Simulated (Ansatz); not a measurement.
# Polymorphs of Cl

Theory: DFT PBEsol, scalar-relativistic, plane waves, PAW in Ansatz 0.2.0. Settings: cutoff 420 eV, Γ-centred meshes no coarser than 0.19 Å⁻¹ for metals and 0.3 Å⁻¹ for insulators (2π included), Gaussian smearing.

These are static lattice energies at zero pressure. The comparison covers the computed candidates alone. The k mesh leaves about 4 meV/atom of noise in metals. Weakly bound directions are ill-defined at this level, which has no dispersion term (Cl Cmce, Cl P6_3/mmc, Cl P3_121, Cl P6/mmm, Cl R-3m). No run is spin-polarised.

| # | started from | space group | atoms | V (Å³/atom) | ΔE (meV/atom) | gap on mesh (eV) |
| --- | --- | --- | --- | --- | --- | --- |
| 1 | database cell | Cmce (No. 64) | 4 | 26.8 | 0 | 2.02 |
| 2 | lonsdaleite type, changed | P6_3/mmc (No. 194) | 4 | 30.8 | 48 | 1.58 |
| 3 | trigonal selenium type, changed | P3_121 (No. 152) | 3 | 31.4 | 97 | 0.00 |
| 4 | simple hexagonal type, changed | P6/mmm (No. 191) | 1 | 24.6 | 159 | 0.00 |
| 5 | omega type, changed | P6/mmm (No. 191) | 3 | 26.6 | 191 | 0.00 |
| 6 | alpha-boron type, changed | R-3m (No. 166) | 12 | 29.3 | 211 | 0.00 |
| 7 | graphite type, changed | P6_3/mmc (No. 194) | 4 | 33.2 | 528 | 0.00 |
| 8 | grey arsenic (A7) type, changed | Pm-3m (No. 221) | 1 | 21.6 | 576 | 0.00 |
| 9 | dhcp type, changed | P6_3/mmc (No. 194) | 4 | 21.1 | 626 | 0.00 |
| 10 | beta-tungsten (A15) type | Pm-3n (No. 223) | 8 | 19.0 | 701 | 0.00 |

The lowest structure: Space group Cmce (No. 64), orthorhombic, a = 6.896 Å, b = 3.881 Å, c = 8.000 Å. Cl is coordinated by 1 Cl at 2.03 Å.

```
Cl
1.0
     3.44800   -1.94071    0.00000
     3.44800    1.94071    0.00000
     0.00000    0.00000    8.00014
Cl
4
Direct
  0.37329 0.62671 0.61123
  0.12671 0.87329 0.11123
  0.62671 0.37329 0.38877
  0.87329 0.12671 0.88877
```

The second: Space group P6_3/mmc (No. 194), hexagonal, a = 4.021 Å, c = 8.808 Å. Cl is coordinated by 1 Cl at 2.00 Å.